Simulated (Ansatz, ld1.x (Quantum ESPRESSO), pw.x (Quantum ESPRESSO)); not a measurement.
**calcium: one change to the RRKJ potential, in the atom and in the bcc crystal**

ld1.x (Quantum ESPRESSO) 7.5 input, shortened:

```
&input
   title='Ca', zed=20., rel=1, dft='PBE', iswitch=3,
   config='[Ar] 3d0 4s2 4p0'
 /
 &inputp
   pseudotype=2, tm=.false., rho0=0.005, lloc=0,
   nlcc=.true., rcore=1.70
 /
3
4P  2  1   0.00   0.00  3.05  3.05  0.0
3D  3  2   0.00   0.00  3.20  3.20  0.0
4S  1  0   2.00   0.00  2.60  2.60  0.0
 &test
   configts(1)='3d0 4s2 4p0'
 /
```

Change: core correction a·sin(br)/r model core inside 2.32 bohr.

Cutoffs, loose and tight: the cutoffs (Ry, on a coarse ladder) from which the occupation-weighted sum of valence levels, in a spherical-Bessel basis at the reference potential, stays within 10 and 1 mRy of its value at 400 Ry. They do not see the model core or the augmentation charge, which bear on the density cutoff. Test errors are all-electron minus pseudo excitation energies from the reference, over the configurations 3d0 4s1 4p0; 3d0 4s1.5 4p0; 3d0 4s1 4p1; 3d1 4s1 4p0; 3d0.5 4s1.5 4p0; 3d0 4s0 4p1; 3d1 4s0 4p0; variants that change the core or the reference have their own tests.

Crystal test: bcc Ca in pw.x 7.5, no spin, 11³ k-points, Fermi–Dirac smearing 0.01 Ry, cutoffs set for each file from its atomic test. The reference is all-electron LAPW (Ansatz 0.2.0) with the same functional, mesh and smearing; V0 and B0 come from Birch–Murnaghan fits to the pressures at five volumes. Errors are pseudo minus all-electron; Δ is the rms difference of the E(V) curves that follow from these fits, minima aligned, over ±6 % about the mean V0. Mesh and smearing are coarse, so the numbers serve the comparison and aren't converged zero-temperature values; the lattice is a test structure that the element need not adopt.

All-electron: a0 = 4.386 Å (V0 = 42.19 Å³/atom), B0 = 17.2 GPa.

Does the change bring the crystal closer to the all-electron result?

The mean pressure error goes from +0.22 to +0.16 GPa, so the change moves the solid closer to the all-electron pressures.

```
                       quantity       base    changed
                 outcome (atom)  generated  generated
           cutoff, loose (atom)       6 Ry       6 Ry
           cutoff, tight (atom)      12 Ry      12 Ry
            bound ghosts (atom)       none       none
largest test error (meV) (atom)        +82       +184
           cutoffs in pw.x (Ry)     50/200     50/200
                         a0 (Å)      4.404      4.399
                   a0 error (%)      +0.40      +0.29
                   B0 error (%)       +3.3       +1.8
                   Δ (meV/atom)        2.0        1.4
      mean pressure error (GPa)      +0.22      +0.16
```

Base: The free energy does not fall steadily as the cutoff rises, most likely since the density grid, which shrinks with it, is too coarse for the model core; the lower cutoffs are not converged. The cutoffs count occupied waves only; the empty 3d level needs 15 Ry at the loose tolerance. Changed file: The cutoffs count occupied waves only; the empty 3d level needs 15 Ry at the loose tolerance. The atomic cutoffs weigh occupied waves only.
